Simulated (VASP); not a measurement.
# GaSb (Fm-3m) in VASP: further runs

The runs below take GaSb through single point, with PBEsol.

Program: VASP 6.6.1. These are calculated values, not measurements. Logs are shortened: lines on timing, memory, paths and dates and some standing lists are left out, and cuts for length are marked.

## 1. Starting point

The structure is cubic, space group Fm-3m (No. 225). The conventional cell has a = 5.672 Å, b = 5.672 Å, c = 5.672 Å, α = 90.00°, β = 90.00°, γ = 90.00°. Ga (site symmetry m-3m) has 6 Sb at 2.84 Å as nearest neighbours. Around Sb (site symmetry m-3m) lie 6 Ga at 2.84 Å.

Measurements of this composition are mostly on another form, of space group No. 216.

## 2. Single point, PBEsol

File INCAR:

```
SYSTEM = GaSb
  PREC = Accurate
  ENCUT = 520
  EDIFF = 1E-7
  ISMEAR = 0
  SIGMA = 0.05
  LREAL = .False.
  LASPH = .True.
  NELM = 80
  ALGO = Normal
  ISIF = 2
  LWAVE = .False.
  LCHARG = .False.
  GGA = PS
  NBANDS = 16
```

File KPOINTS:

```
regular mesh
0
Gamma
  6 6 6
  0 0 0
```

File POSCAR:

```
GaSb
1.0
    0.0000000000      2.8359702811      2.8359702811
    2.8359702811      0.0000000000      2.8359702811
    2.8359702811      2.8359702811      0.0000000000
Ga Sb
1 1
Direct
    0.0000000000      0.0000000000      0.0000000000
    0.5000000000      0.5000000000      0.5000000000
```

Potentials or basis: VASP PAW PBE potentials, release 64 (Ga_d, Sb).

On the command line:

```sh
> cat potpaw_PBE.64/Ga_d/POTCAR potpaw_PBE.64/Sb/POTCAR > POTCAR
> mpirun -np 1 vasp_std > vasp.out
```

OUTCAR:

```text
SYSTEM = GaSb
   PREC = Accurate
   ENCUT = 520
   EDIFF = 1E-7
   ISMEAR = 0
   LREAL = .False.
   LASPH = .True.
   NELM = 80
   ISIF = 2
   GGA = PS

 ion  position               nearest neighbor table
   1  0.000  0.000  0.000-   2 2.84   2 2.84   2 2.84   2 2.84   2 2.84   2 2.84
   2  0.500  0.500  0.500-   1 2.84   1 2.84   1 2.84   1 2.84   1 2.84   1 2.84

  LATTYP: Found a face centered cubic cell.
 ALAT       =     5.6719405622

  Lattice vectors:

 A1 = (   0.0000000000,   2.8359702811,   2.8359702811)
 A2 = (   2.8359702811,   0.0000000000,   2.8359702811)
 A3 = (   2.8359702811,   2.8359702811,   0.0000000000)

Analysis of symmetry for initial positions (statically):
=====================================================================
 Subroutine PRICEL returns:
 Original cell was already a primitive cell.

 Routine SETGRP: Setting up the symmetry group for a
 face centered cubic supercell.

 Subroutine GETGRP returns: Found 48 space group operations
 (whereof 48 operations were pure point group operations)
 out of a pool of 48 trial point group operations.

The static configuration has the point symmetry O_h .

Analysis of symmetry for dynamics (positions and initial velocities):
=====================================================================
 Subroutine PRICEL returns:
 Original cell was already a primitive cell.

 Routine SETGRP: Setting up the symmetry group for a
 face centered cubic supercell.

 Subroutine GETGRP returns: Found 48 space group operations
 (whereof 48 operations were pure point group operations)
 out of a pool of 48 trial point group operations.

The dynamic configuration has the point symmetry O_h .

 Subroutine INISYM returns: Found 48 space group operations
 (whereof 48 operations are pure point group operations),
 and found     1 'primitive' translations

----------------------------------------------------------------------------------------

                                     Primitive cell

  volume of cell :      45.6179

  direct lattice vectors                    reciprocal lattice vectors
     0.000000000  2.835970281  2.835970281    -0.176306502  0.176306502  0.176306502
     2.835970281  0.000000000  2.835970281     0.176306502 -0.176306502  0.176306502
     2.835970281  2.835970281  0.000000000     0.176306502  0.176306502 -0.176306502

  length of vectors
     4.010667634  4.010667634  4.010667634     0.305371819  0.305371819  0.305371819

  position of ions in fractional coordinates (direct lattice)
     0.000000000  0.000000000  0.000000000
     0.500000000  0.500000000  0.500000000
[... 70 lines left out ...]
   EDIFFG = 0.1E-05   stopping-criterion for IOM
   NSW    =      0    number of steps for IOM
   IBRION =     -1    ionic relax: 0-MD 1-quasi-New 2-CG
   NFREE  =      0    steps in history (QN), initial steepest desc. (CG)
   ISIF   =      2    stress and relaxation
   ISYM   =      2    0-nonsym 1-usesym 2-fastsym
   POTIM  = 0.5000    time-step for ionic-motion
   TEBEG  =    0.0;   TEEND  =   0.0 temperature during run
   PSTRESS=    0.0 pullay stress
   NELECT =      18.0000    total number of electrons
   NUPDOWN=      -1.0000    fix difference up-down
   EMIN   =  10.00;   EMAX   =-10.00  energy-range for DOS
   EFERMI =   0.00;   METHOD = LEGACY
   ISMEAR =     0;   SIGMA  =   0.05  broadening in eV -4-tet -1-fermi 0-gaus
   EFERMI_NEDOS =   21; number of points for ismear=-14 and -15
   IALGO  =     38    algorithm
   IMIX   =      4    mixing-type and parameters
     AMIX     =   0.40;   BMIX     =  1.00
     AMIX_MAG =   1.60;   BMIX_MAG =  1.00
  volume/ion in A,a.u.               =      22.81       153.92
  Fermi-wavevector in a.u.,A,eV,Ry     =   1.200754  2.269096 19.617014  1.441810
  Thomas-Fermi vector in A             =   2.336581
   LORBIT       =      0    0 simple, 1 ext, 2 COOP (PROOUT), +10 PAW based schemes
   GGA     = PS    functional components
   LHFCALC =     F    Hartree Fock is set to
   AEXX    =    0.0000 exact exchange contribution
   IVDW    =     0    specifies the selected vdW correction
   LEPSILON=     F    determine dielectric tensor
   LRPA    =     F    only Hartree local field effects (RPA)
 non-spin polarized calculation
 Gauss-broadening in eV      SIGMA  =   0.05
  energy-cutoff  :      520.00
  volume of cell :       45.62
 maximum number of plane-waves:      1243
 NGX is ok and might be reduce to    30
   NGX = 15   NGY = 15   NGZ = 15

 number of electron      17.9999989 magnetization

 Free energy of the ion-electron system (eV)
  ---------------------------------------------------
  ext. energy  EPLUGINS =         0.00000000
  ---------------------------------------------------
  free energy    TOTEN  =        -7.80689811 eV

  energy without entropy =       -7.80334957  energy(sigma->0) =       -7.80512384

 E-fermi :   7.0766     XC(G=0): -10.5855

 val. band max:        7.0751171675   @ k =   0.0000   0.0000   0.0000
 cond. band min:       7.1556645555   @ k =   0.3333   0.1667   0.0000
 fundamental gap:      0.0805473879
 Fermi energy:         7.0765984617

 k-point     1 :       0.0000    0.0000    0.0000
  band No.  band energies     occupation
      1      -7.9986      2.00000
      2      -7.9986      2.00000
      3      -7.9754      2.00000
      4      -7.9754      2.00000
      5      -7.9754      2.00000
      6      -5.3505      2.00000
[... 281 lines left out ...]
      3      -7.9802      2.00000
      4      -7.9587      2.00000
      5      -7.9464      2.00000
      6      -1.7863      2.00000
[... 8 lines left out ...]
     15      18.2355      0.00000
     16      20.7321      0.00000

------------------------ aborting loop because EDIFF is reached ----------------------------------------

  FORCE on cell =-STRESS in cart. coord.  units (eV):
  Direction    XX          YY          ZZ          XY          YZ          ZX
  --------------------------------------------------------------------------------------
  -------------------------------------------------------------------------------------
  Total        0.2701357      0.2701357      0.2701357      0.0000000      0.0000000      0.0000000
  in kB        9.4876274      9.4876274      9.4876274      0.0000000      0.0000000      0.0000000
  external PRESSURE =       9.4876274 kB  Pullay stress =       0.0000000 kB

 VOLUME and BASIS-vectors are now :
 -----------------------------------------------------------------------------
  energy-cutoff  :      520.00
  volume of cell :       45.62
      direct lattice vectors                 reciprocal lattice vectors
     0.000000000  2.835970281  2.835970281    -0.176306502  0.176306502  0.176306502
     2.835970281  0.000000000  2.835970281     0.176306502 -0.176306502  0.176306502
     2.835970281  2.835970281  0.000000000     0.176306502  0.176306502 -0.176306502

 POSITION                                       TOTAL-FORCE (eV/Angst)
 -----------------------------------------------------------------------------------
      0.00000      0.00000      0.00000         0.000000      0.000000      0.000000
      2.83597      2.83597      2.83597        -0.000000     -0.000000     -0.000000
 -----------------------------------------------------------------------------------
    total drift:                               -0.000000      0.000000      0.000000

  FREE ENERGIE OF THE ION-ELECTRON SYSTEM (eV)
  ---------------------------------------------------
  free  energy   TOTEN  =        -7.8068981083 eV

  energy  without entropy=       -7.8033495686  energy(sigma->0) =       -7.80512384
```

stdout:

```text
POSCAR found type information on POSCAR GaSb
 POSCAR found :  2 types and       2 ions
 scaLAPACK will be used
 -----------------------------------------------------------------------------
|                                                                             |
|                                                                             |
|     You enforced a specific xc type in the INCAR file but a different       |
|     I HOPE YOU KNOW WHAT YOU ARE DOING!                                     |
|                                                                             |
 -----------------------------------------------------------------------------

 LDA part: xc-table for (Slater+PW92), standard interpolation
 POSCAR, INCAR and KPOINTS ok, starting setup
 FFT: planning ... GRIDC
 FFT: planning ... GRID_SOFT
 FFT: planning ... GRID
 WAVECAR not read
 entering main loop
```

Wall time 8.3 s (1 thread of Intel Xeon Platinum 8488C (Sapphire Rapids), shared host); peak memory 0.17 GiB.

Results:

```yaml
Free_energy: -7.8069 eV
Pressure: 0.9 GPa
Band_gap_on_the_k_mesh: none (metal or under the smearing width)
```

Levels at points of the mesh, in eV from the Fermi level:
```
           k point  band 7  band 8  band 9  band 10  band 11  band 12
(0.00, 0.00, 0.00)    0.00    0.00    0.00     0.11     6.16     6.16
(0.50, 0.00, 0.00)   -7.86    0.35    0.35     1.98     1.98     2.63
(0.50, 0.50, 0.00)   -5.59   -4.11   -2.71    -2.71     2.70     9.13
```

Caveat: the PAW data sets were made with another functional, which shifts forces and pressure a little. The run has no spin-orbit coupling, so splittings on Sb are missing.

(Continued in part 2 of 2.)
